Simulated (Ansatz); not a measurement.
The system is ZrSe2.

```xyz
3
Lattice="3.7980 0.0000 0.0000 -1.8990 3.2892 0.0000 0.0000 0.0000 6.1920" Properties=species:S:1:pos:R:3 pbc="T T T"
Zr    0.0000    0.0000    0.0000
Se    1.8990    1.0964    4.6440
Se    0.0000    2.1928    1.5480
```

| Property | Result |
| --- | --- |
| Program | Ansatz 0.2.0 |
| Task | relaxation of cell and atoms |
| Functional | PBEsol |
| Dispersion | D4 |
| Potentials or basis | Ansatz PAW |
| Cutoff | 420 eV (not typed: the program's choice for these potentials) |
| k mesh | 8 × 8 × 5 |
| Occupations | fermi-dirac, width 0.05 eV |
| Spin | no spin polarisation |

At the start: volume 25.78 Å³/atom.

How do energy, volume and symmetry change on relaxing?

It ends after 6 steps and the volume is 23.57 Å³/atom (-8.6 %); space group P-3m1 (No. 164, to 0.05 Å).

Step by step:
```tsv
step	energy change (eV)	largest force (eV/Å)	volume (Å³)
1	0.0000	0.0875	77.35
2	-0.0177	0.3512	68.34
3	-0.0550	0.1224	71.32
4	-0.0583	0.0197	70.79
5	-0.0584	0.0019	70.72
6	-0.0577	0.0016	70.72
```

Final structure:
```yaml
crystal:
  lattice:
    - [3.70048, 0.00000, 0.00000]
    - [-1.85024, 3.20471, 0.00000]
    - [0.00000, 0.00000, 5.96311]
  atoms:
    - { symbol: Zr, position: [0.00000, 0.00000, 0.00000] }
    - { symbol: Se, position: [0.66667, 0.33333, 0.73234] }
    - { symbol: Se, position: [0.33333, 0.66667, 0.26766] }
```

Caveat: the plane-wave basis is chosen anew once the cell has moved, so the energies of steps on either side of that aren't comparable; the PAW data sets come from PBE, with cores solved anew for the run's functional, which leaves a small shift of forces and pressure.
